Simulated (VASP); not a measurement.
# BaTiO3 (Pm-3m) in VASP: further runs

Runs on BaTiO3. Level: LDA. Tasks: single point.

All numbers are computed with VASP 6.6.1; they aren't measurements. Logs are shortened: lines on timing, memory, paths and dates and some standing lists are left out, and cuts for length are marked.

**1. The structure**

Symmetry: Pm-3m, No. 221, cubic system. The conventional cell has a = 4.006 Å, b = 4.006 Å, c = 4.006 Å, α = 90.00°, β = 90.00°, γ = 90.00°. Around Ba (site symmetry m-3m) lie 12 O at 2.83 Å. Around Ti (site symmetry m-3m) lie 6 O at 2.00 Å. O (site symmetry 4/mmm) has 2 Ti at 2.00 Å as nearest neighbours.

**2. Single point, LDA**

File INCAR:

```
PREC = Accurate
ENCUT = 400
EDIFF = 1E-7
ISMEAR = 0
SIGMA = 0.05
LREAL = False
LASPH = True
NELM = 100
ALGO = Normal
ISIF = 2
LWAVE = False
LCHARG = False
GGA = CA
ADDGRID = False
```

File KPOINTS:

```
Automatic mesh
0
Gamma
  6 6 6
```

File POSCAR:

```
BaTiO3
1.0
    4.0060000000      0.0000000000      0.0000000000
    0.0000000000      4.0060000000      0.0000000000
    0.0000000000      0.0000000000      4.0060000000
Ba Ti O
1 1 3
Direct
    0.4701120000      0.5031600000      0.5056990000
   -0.0202070000      0.0016430000     -0.0204470000
   -0.0270160000     -0.0188640000      0.5097340000
   -0.0003670000      0.4971430000     -0.0056670000
    0.4958670000     -0.0087980000      0.0064420000
```

Potentials or basis: VASP PAW LDA potentials, release 64 (Ba_sv, Ti_sv, O).

Command:

```console
cat potpaw_LDA.64/Ba_sv/POTCAR potpaw_LDA.64/Ti_sv/POTCAR potpaw_LDA.64/O/POTCAR > POTCAR
mpirun -np 1 vasp_std > vasp.out
```

OUTCAR:

```text
PREC = Accurate
   ENCUT = 400
   EDIFF = 1E-7
   ISMEAR = 0
   LREAL = False
   LASPH = True
   NELM = 100
   ISIF = 2
   GGA = CA

 Found    112 irreducible k-points:

 Following reciprocal coordinates:
            Coordinates               Weight
  0.000000  0.000000  0.000000      1.000000
  0.166667  0.000000  0.000000      2.000000
  0.000000  0.166667  0.000000      2.000000
  0.000000  0.000000  0.166667      2.000000
  0.333333  0.000000  0.000000      2.000000
  0.000000  0.333333  0.000000      2.000000
   k-points           NKPTS =    112   k-points in BZ     NKDIM =    112   number of bands    NBANDS=     24
   number of dos      NEDOS =    301   number of ions     NIONS =      5
   total plane-waves  NPLWV =  21952
   dimension x,y,z NGX =    28 NGY =   28 NGZ =   28
   dimension x,y,z NGXF=    56 NGYF=   56 NGZF=   56
   ions per type =               1   1   3
   NGX,Y,Z   is equivalent  to a cutoff of  11.62, 11.62, 11.62 a.u.
   NGXF,Y,Z  is equivalent  to a cutoff of  23.24, 23.24, 23.24 a.u.
 SYSTEM =  unknown system
   PREC   = accura    normal or accurate (medium, high low for compatibility)
   ISTART =      0    job   : 0-new  1-cont  2-samecut
   ICHARG =      2    charge: 1-file 2-atom 10-const
   ISPIN  =      1    spin polarized calculation?
   LNONCOLLINEAR =      F non collinear calculations
   LSORBIT =      F    spin-orbit coupling
   LASPH  =      T    aspherical Exc in radial PAW
   ENCUT  =  400.0 eV  29.40 Ry    5.42 a.u.   6.53  6.53  6.53*2*pi/ulx,y,z
   NELM   =    100;   NELMIN=  2; NELMDL= -5     # of ELM steps
   EDIFF  = 0.1E-06   stopping-criterion for ELM
   LREAL  =      F    real-space projection
   EDIFFG = 0.1E-05   stopping-criterion for IOM
   NSW    =      0    number of steps for IOM
   IBRION =     -1    ionic relax: 0-MD 1-quasi-New 2-CG
   NFREE  =      0    steps in history (QN), initial steepest desc. (CG)
   ISIF   =      2    stress and relaxation
   ISYM   =      2    0-nonsym 1-usesym 2-fastsym
   POTIM  = 0.5000    time-step for ionic-motion
   TEBEG  =    0.0;   TEEND  =   0.0 temperature during run
   PSTRESS=    0.0 pullay stress
   NELECT =      40.0000    total number of electrons
   NUPDOWN=      -1.0000    fix difference up-down
   EMIN   =  10.00;   EMAX   =-10.00  energy-range for DOS
   EFERMI =   0.00;   METHOD = LEGACY
   ISMEAR =     0;   SIGMA  =   0.05  broadening in eV -4-tet -1-fermi 0-gaus
   EFERMI_NEDOS =   21; number of points for ismear=-14 and -15
   IALGO  =     38    algorithm
   IMIX   =      4    mixing-type and parameters
     AMIX     =   0.40;   BMIX     =  1.00
     AMIX_MAG =   1.60;   BMIX_MAG =  1.00
  volume/ion in A,a.u.               =      12.86        86.77
  Fermi-wavevector in a.u.,A,eV,Ry     =   1.397603  2.641087 26.576187  1.953295
  Thomas-Fermi vector in A             =   2.520843
   LORBIT       =      0    0 simple, 1 ext, 2 COOP (PROOUT), +10 PAW based schemes
   GGA     = CA    functional components
   LHFCALC =     F    Hartree Fock is set to
   AEXX    =    0.0000 exact exchange contribution
   IVDW    =     0    specifies the selected vdW correction
   LEPSILON=     F    determine dielectric tensor
   LRPA    =     F    only Hartree local field effects (RPA)
 non-spin polarized calculation
 Gauss-broadening in eV      SIGMA  =   0.05
  energy-cutoff  :      400.00
  volume of cell :       64.29
 maximum number of plane-waves:      1189
 NGX is ok and might be reduce to    28
   NGX = 13   NGY = 13   NGZ = 13

 number of electron      39.9999994 magnetization

 Free energy of the ion-electron system (eV)
  ---------------------------------------------------
  ext. energy  EPLUGINS =         0.00000000
  ---------------------------------------------------
  free energy    TOTEN  =       -44.11356497 eV

  energy without entropy =      -44.11356497  energy(sigma->0) =      -44.11356497

 E-fermi :   3.7501     XC(G=0): -11.7157

 val. band max:        3.5097517184   @ k =   0.5000   0.5000   0.5000
 cond. band min:       5.3218454088   @ k =   0.0000   0.0000   0.0000
 fundamental gap:      1.8120936903
 Fermi energy:         3.7501011774

 k-point     1 :       0.0000    0.0000    0.0000
  band No.  band energies     occupation
      1     -52.2959      2.00000
      2     -28.9553      2.00000
      3     -28.9262      2.00000
      4     -28.9180      2.00000
      5     -21.1669      2.00000
      6     -13.0830      2.00000
[... 16 lines left out ...]
     23       5.4909      0.00000
     24       7.5643      0.00000

 k-point     2 :       0.1667    0.0000    0.0000
  band No.  band energies     occupation
      1     -52.2954      2.00000
      2     -28.9547      2.00000
      3     -28.9396      2.00000
      4     -28.9174      2.00000
      5     -21.1368      2.00000
      6     -13.1170      2.00000
[... 16 lines left out ...]
     23       5.8715      0.00000
     24       7.6204      0.00000

 k-point     3 :       0.0000    0.1667    0.0000
  band No.  band energies     occupation
      1     -52.2954      2.00000
      2     -28.9547      2.00000
      3     -28.9315      2.00000
      4     -28.9255      2.00000
      5     -21.1370      2.00000
      6     -13.1163      2.00000
[... 16 lines left out ...]
     23       5.8701      0.00000
     24       7.6465      0.00000

 k-point     4 :       0.0000    0.0000    0.1667
  band No.  band energies     occupation
      1     -52.2954      2.00000
      2     -28.9688      2.00000
      3     -28.9256      2.00000
      4     -28.9174      2.00000
      5     -21.1368      2.00000
      6     -13.0953      2.00000
[... 16 lines left out ...]
     23       5.9259      0.00000
     24       7.5669      0.00000

 k-point     5 :       0.3333    0.0000    0.0000
  band No.  band energies     occupation
      1     -52.2949      2.00000
      2     -28.9664      2.00000
      3     -28.9535      2.00000
      4     -28.9164      2.00000
      5     -21.0753      2.00000
      6     -13.2617      2.00000
[... 16 lines left out ...]
     23       6.6759      0.00000
     24       7.6181      0.00000

 k-point     6 :       0.0000    0.3333    0.0000
  band No.  band energies     occupation
      1     -52.2949      2.00000
      2     -28.9587      2.00000
      3     -28.9532      2.00000
      4     -28.9245      2.00000
      5     -21.0759      2.00000
      6     -13.2582      2.00000
[... 16 lines left out ...]
     23       6.6606      0.00000
     24       7.6411      0.00000

 [... further k-points ...]
[... 5 lines left out ...]
  --------------------------------------------------------------------------------------
  -------------------------------------------------------------------------------------
  Total       -4.3517670     -4.6100672     -3.7348555     -0.0904796     -0.1127575     -0.1444517
  in kB     -108.4534520   -114.8907342    -93.0789666     -2.2549052     -2.8101102     -3.5999833
  external PRESSURE =    -105.4743843 kB  Pullay stress =       0.0000000 kB

 VOLUME and BASIS-vectors are now :
 -----------------------------------------------------------------------------
  energy-cutoff  :      400.00
  volume of cell :       64.29
      direct lattice vectors                 reciprocal lattice vectors
     4.006000000  0.000000000  0.000000000     0.249625562  0.000000000  0.000000000
     0.000000000  4.006000000  0.000000000     0.000000000  0.249625562  0.000000000
     0.000000000  0.000000000  4.006000000     0.000000000  0.000000000  0.249625562

 POSITION                                       TOTAL-FORCE (eV/Angst)
 -----------------------------------------------------------------------------------
      1.88327      2.01566      2.02583         0.356334     -0.143695     -0.372856
      3.92505      0.00658      3.92409        -0.426312      0.011034      0.028174
      3.89777      3.93043      2.04199         0.355889      0.389554      0.165580
      4.00453      1.99155      3.98330        -0.164710     -0.454523      0.209570
      1.98644      3.97076      0.02581        -0.121201      0.197630     -0.030468
 -----------------------------------------------------------------------------------
    total drift:                               -0.000032      0.000324      0.000298

  FREE ENERGIE OF THE ION-ELECTRON SYSTEM (eV)
  ---------------------------------------------------
  free  energy   TOTEN  =       -44.1135649670 eV

  energy  without entropy=      -44.1135649670  energy(sigma->0) =      -44.11356497
```

OSZICAR:

```text
N       E                     dE             d eps       ncg     rms          rms(c)
DAV:   1     0.385473443301E+03    0.38547E+03   -0.17605E+04  5376   0.148E+03
DAV:   2    -0.211327642320E+02   -0.40661E+03   -0.39916E+03  7024   0.433E+02
DAV:   3    -0.532561335158E+02   -0.32123E+02   -0.31643E+02  6728   0.128E+02
DAV:   4    -0.545711693528E+02   -0.13150E+01   -0.13144E+01  8024   0.237E+01
DAV:   5    -0.546086588961E+02   -0.37490E-01   -0.37488E-01  7360   0.336E+00    0.226E+01
DAV:   6    -0.444573353032E+02    0.10151E+02   -0.72492E+01  8576   0.762E+01    0.102E+01
DAV:   7    -0.443405619221E+02    0.11677E+00   -0.12411E+01  6752   0.260E+01    0.652E+00
DAV:   8    -0.441210677330E+02    0.21949E+00   -0.11717E+00  7288   0.105E+01    0.260E+00
DAV:   9    -0.441306597985E+02   -0.95921E-02   -0.21324E-01  7176   0.321E+00    0.117E+00
DAV:  10    -0.441139925364E+02    0.16667E-01   -0.96275E-02  7088   0.327E+00    0.273E-01
DAV:  11    -0.441136165350E+02    0.37600E-03   -0.41866E-03  7600   0.471E-01    0.535E-02
DAV:  12    -0.441135835495E+02    0.32985E-04   -0.22544E-04  6544   0.144E-01    0.276E-02
DAV:  13    -0.441135647997E+02    0.18750E-04   -0.10773E-04  7096   0.111E-01    0.803E-03
DAV:  14    -0.441135650292E+02   -0.22950E-06   -0.13652E-05  6880   0.244E-02    0.423E-03
DAV:  15    -0.441135649996E+02    0.29647E-07   -0.12033E-06  6960   0.726E-03    0.300E-03
DAV:  16    -0.441135649670E+02    0.32574E-07   -0.30766E-07  4272   0.374E-03
   1 F= -.44113565E+02 E0= -.44113565E+02  d E =-.121565E-13
```

It took 2 min on 1 thread of AMD EPYC 7R13 (Zen 3), shared host; peak memory 0.2 GiB.

The run converged, but some of its settings lie outside the range that counts as converged, so its numbers aren't taken as properties of the crystal.

Results:

```
Free energy            : -44.1136 eV
Largest force          : 0.553 eV/Å
Band gap on the k mesh : 1.81 eV, indirect (least direct gap 2.10 eV)
```

Caveat: the cutoff is under 1.25 times the usual one of these potentials, so pressure, stress and relaxed cells hold a basis-set (Pulay) error; spin-orbit coupling is left out, which moves the levels of the heavy elements.

**3. Single point, LDA**

INCAR, as its differences from that of step 2:

```diff
@@ -1,3 +1,3 @@
 PREC = Accurate
-ENCUT = 400
+ENCUT = 900
 EDIFF = 1E-7
```

File KPOINTS:

```
Automatic mesh
0
Gamma
  4 4 4
```

File POSCAR:

```
BaTiO3
1.0
    4.0060000000      0.0000000000      0.0000000000
    0.0000000000      4.0060000000      0.0000000000
    0.0000000000      0.0000000000      4.0060000000
Ba Ti O
1 1 3
Direct
    0.5000000000      0.5000000000      0.5000000000
    0.0000000000      0.0000000000      0.0000000000
    0.0000000000      0.0000000000      0.5000000000
    0.0000000000      0.5000000000      0.0000000000
    0.5000000000      0.0000000000      0.0000000000
```

Potentials or basis: VASP PAW LDA potentials, release 64 (Ba_sv, Ti_sv, O).

Command:

```console
cat potpaw_LDA.64/Ba_sv/POTCAR potpaw_LDA.64/Ti_sv/POTCAR potpaw_LDA.64/O/POTCAR > POTCAR
mpirun -np 1 vasp_std > vasp.out
```

It took 36 s on 1 thread of AMD EPYC 7R13 (Zen 3), shared host; peak memory 0.19 GiB.

These settings aren't checked as converged: the numbers below hold their error.

Results:

```yaml
Free_energy: -44.1016 eV
Pressure: -7.1 GPa
Band_gap_on_the_k_mesh: 1.64 eV, indirect (least direct gap 1.78 eV)
```

Caveat: spin-orbit coupling is left out, which moves the levels of the heavy elements.

**4. Single point, LDA**

INCAR is that of step 3.

KPOINTS is that of step 3.

File POSCAR:

```
BaTiO3
1.0
    4.0060000000      0.0000000000      0.0000000000
    0.0000000000      4.0060000000      0.0000000000
    0.0000000000      0.0000000000      4.0060000000
Ba Ti O
1 1 3
Direct
    0.4701120000      0.5031600000      0.5056990000
   -0.0202070000      0.0016430000     -0.0204470000
   -0.0270160000     -0.0188640000      0.5097340000
   -0.0003670000      0.4971430000     -0.0056670000
    0.4958670000     -0.0087980000      0.0064420000
```

Command:

```console
cat potpaw_LDA.64/Ba_sv/POTCAR potpaw_LDA.64/Ti_sv/POTCAR potpaw_LDA.64/O/POTCAR > POTCAR
mpirun -np 1 vasp_std > vasp.out
```

Wall time 1.9 min (1 thread of AMD EPYC 7R13 (Zen 3), shared host); peak memory 0.26 GiB.

These settings aren't checked as converged: the numbers below hold their error.

Results:

* Free energy: -44.0756 eV
* Pressure: -5.8 GPa
* Largest force: 0.540 eV/Å
* Band gap on the k mesh: 1.81 eV, indirect (least direct gap 2.09 eV)

Caveat: spin-orbit coupling is left out, which moves the levels of the heavy elements.

**5. The reference run**

An earlier run on the cell as given: functional PBEsol; potentials or basis VASP PAW PBE potentials, release 64 (Ba_sv, Ti_sv, O); cutoff 520 eV; k mesh 7 × 7 × 7; occupations fermi-dirac, width 0.05 eV; no spin polarisation.

* Pressure: -2.8 GPa
* Band gap on the k mesh: 1.76 eV, indirect (least direct gap 1.84 eV)
